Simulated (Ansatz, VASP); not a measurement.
# ScAl3 in VASP and in Ansatz

The input INCAR:

```
SYSTEM = ScAl3
ALGO = Normal ; EDIFF = 1E-7
ENCUT = 520 ; GGA = PS
ISIF = 2 ; ISMEAR = 0
LASPH = .True. ; LCHARG = .True.
LELF = .True. ; LREAL = .False.
LVHAR = .True. ; LWAVE = .False.
NBANDS = 18 ; NELM = 100
PREC = Accurate ; SIGMA = 0.1
```

KPOINTS

```
k-points
0
Gamma
  4 4 4
  0 0 0
```

POSCAR

```
ScAl3
1.0
    4.0878065700      0.0000000000      0.0000000000
    0.0000000000      4.0878065700      0.0000000000
    0.0000000000      0.0000000000      4.0878065700
Sc Al
1 3
Direct
    0.0000000000      0.0000000000      0.0000000000
    0.5000000000      0.0000000000      0.5000000000
    0.0000000000      0.5000000000      0.5000000000
    0.5000000000      0.5000000000      0.0000000000
```

Input for Ansatz:

```yaml
crystal:
  lattice:
    - [4.08780657, 0.0, 0.0]
    - [0.0, 4.08780657, 0.0]
    - [0.0, 0.0, 4.08780657]
  atoms:
    - { symbol: Sc, position: [0.0, 0.0, 0.0] }
    - { symbol: Al, position: [0.5, 0.0, 0.5] }
    - { symbol: Al, position: [0.0, 0.5, 0.5] }
    - { symbol: Al, position: [0.5, 0.5, 0.0] }
basis:
  ecutwfc: 420
kpoints:
  mp_grid: { grid: [4, 4, 4] }
hamiltonian:
  xc: pbesol
scf:
  occupations: { method: gaussian, width: 0.1 }
output:
  forces: true
  stress: true
  eigenvalues: true
```

The cell is a database's computed one.

Alike in both runs: task single point; functional PBEsol; k mesh 4 × 4 × 4; occupations gaussian, width 0.1 eV; no spin polarisation.

|  | VASP | Ansatz |
| --- | --- | --- |
| version | VASP 6.6.1 | Ansatz 0.2.0 |
| potentials or method | VASP PAW PBE potentials, release 64 (Sc_sv, Al) | scalar-relativistic, plane waves, PAW |
| plane-wave cutoff (eV) | 520 | 420 |
| valence electrons in the cell | 20 | 20 |

Ansatz gave:

- gap on the k mesh at the Fermi level (eV): none
- pressure (GPa): -0.9

**Question.** Estimate VASP's values.

**Answer.** gap on the k mesh at the Fermi level (eV): none; pressure (GPa): -0.8.

A gap of «none» marks a metal or a gap that the smearing closes. The functional is the same, so the differences come from potentials, cutoffs and numerics.

Caveats: the k mesh is coarse (spacing up to 0.38 Å⁻¹), so the values aren't converged; the PAW data sets were made with another functional, which shifts forces and pressure a little (VASP).
